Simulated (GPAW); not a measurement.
**SnO2: equation of state with PBE**

SnO2:

```
Sn O
1.0
     0.00000    2.57415    2.57415
     2.57415    0.00000    2.57415
     2.57415    2.57415    0.00000
Sn O
1 2
Direct
  0.00000 0.00000 0.00000
  0.75000 0.75000 0.75000
  0.25000 0.25000 0.25000
```

Measurements of this composition are mostly on another form, of space group No. 136.

| Property | Result |
| --- | --- |
| Program | GPAW 26.7.0 |
| Task | equation of state |
| Functional | PBE |
| Potentials or basis | GPAW PAW data sets (gpaw-data 1.2.1) |
| Cutoff | 800 eV |
| Basis | pw |
| k mesh | 9 × 9 × 9 |
| Occupations | fermi-dirac, width 0.05 eV |
| Spin | no spin polarisation |
| Maxiter | 150 |
| Eos scales | [0.94, 0.96, 0.98, 1.0, 1.02, 1.04, 1.06] |

- Equilibrium volume: 11.25 Å³/atom
- Bulk modulus: 189 GPa
- Pressure derivative of the bulk modulus: 4.7

Energy against volume, from the lowest point:
| volume (Å³/atom) | energy (meV/atom) |
| --- | --- |
| 10.689 | 17.79 |
| 10.916 | 5.66 |
| 11.144 | 0.00 |
| 11.371 | 0.02 |
| 11.599 | 5.16 |
| 11.826 | 14.88 |
| 12.054 | 28.65 |

Run time: 2.2 min on 1 thread of Intel(R) Xeon(R) Platinum 8488C (Sapphire Rapids), with other jobs on the host, peak memory 0.2 GiB.
